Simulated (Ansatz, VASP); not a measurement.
# WC: VASP beside Ansatz

```
W C
1.0
     2.90050    0.00000    0.00000
    -1.45025    2.51191    0.00000
     0.00000    0.00000    2.85729
W C
1 1
Direct
  0.00000 0.00000 0.00000
  0.66667 0.33333 0.50000
```

Change from the starting cell: zz strain of +1 %, PAW files.

Alike in both runs: task electric field gradients; functional PBEsol; k mesh 13 × 13 × 12; occupations fermi-dirac, width 0.05 eV; no spin polarisation.

|  | VASP | Ansatz |
| --- | --- | --- |
| version | VASP 6.6.1 | Ansatz 0.2.0 |
| potentials or method | VASP PAW PBE potentials, release 64 (W_sv, C) | PAW with Ansatz's default frozen-core files, scalar-relativistic |
| plane-wave cutoff (eV) | 520 | 420 |
| valence electrons in the cell | 18 | 18 |

Ansatz gave:

- pressure (GPa): -5.1
- largest component of the traceless stress (GPa): 5.40
- Vzz of the field gradient on the site that differs most (V/Å²): -117.8

Question: Estimate VASP's values.

Answer: Pressure (GPa): -3.9; largest component of the traceless stress (GPa): 5.18; Vzz of the field gradient on the site that differs most (V/Å²): -123.2.

Ansatz warned: «gradients_without_spin_orbit».

Caveats: the PAW data sets were made with another functional, which shifts forces and pressure a little (VASP). The runs have no spin-orbit coupling, so splittings on W are missing.
